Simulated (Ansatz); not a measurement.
MgO (Fm-3m), random displacements

Computed with Ansatz 0.2.0, DFT PBEsol, scalar-relativistic, plane waves, PAW. Settings: plane waves to 420 eV, k-mesh 6×6×6 (Γ-centred), Gaussian smearing 0.05 eV. No spin polarisation. Energies are free energies at this smearing, counted from the undisturbed cell; pressure is positive in compression.

Zero of the scan (relaxed at this level):

```
Mg O
1.0
     4.21421    0.00000    0.00000
     0.00000   -4.21421    0.00000
     0.00000    0.00000   -4.21421
Mg O
4 4
Direct
  0.00000 0.00000 0.00000
  0.50000 0.50000 0.00000
  0.50000 0.00000 0.50000
  0.00000 0.50000 0.50000
  0.50000 0.00000 0.00000
  0.00000 0.50000 0.00000
  0.00000 0.00000 0.50000
  0.50000 0.50000 0.50000
```

The atoms are displaced (Å, in the unstrained cell):

```
atom ux uy uz
 Mg1  -0.237  -0.193  -0.023
 Mg2   0.239   0.159   0.242
 Mg3   0.043   0.012  -0.304
 Mg4   0.011   0.021   0.438
  O5   0.259  -0.229   0.481
  O6  -0.170   0.122  -0.491
  O7   0.139  -0.108  -0.146
  O8  -0.283   0.215  -0.198
```

Strain (Voigt, engineering shear): (-0.0492, -0.0482, 0.0520, 0.0137, 0.0242, -0.0096).

(1) What are the energy change, the stress and the forces?

Answers

(1) ΔE = 2507.7 meV/atom; stress (xx, yy, zz, yz, xz, xy; compression positive) (58.95, 56.36, 213.69, 19.71, -45.92, 1.57) GPa; gap on the mesh 3.31 eV.
| atom | Fx (eV/Å) | Fy | Fz |
| --- | --- | --- | --- |
| Mg1 | 9.23 | 3.97 | -1.29 |
| Mg2 | -4.00 | -6.59 | -1.58 |
| Mg3 | -2.72 | 4.82 | 20.61 |
| Mg4 | 4.96 | -4.44 | -45.81 |
| O5 | -4.73 | 4.42 | -20.62 |
| O6 | -3.06 | 0.21 | 44.10 |
| O7 | -2.60 | 2.49 | 1.43 |
| O8 | 2.92 | -4.88 | 3.17 |

Cost: 1 run of about 0.97 core-minutes, on Intel Xeon Processor @ 2.50GHz (Skylake/Cascade Lake) (shared hosts).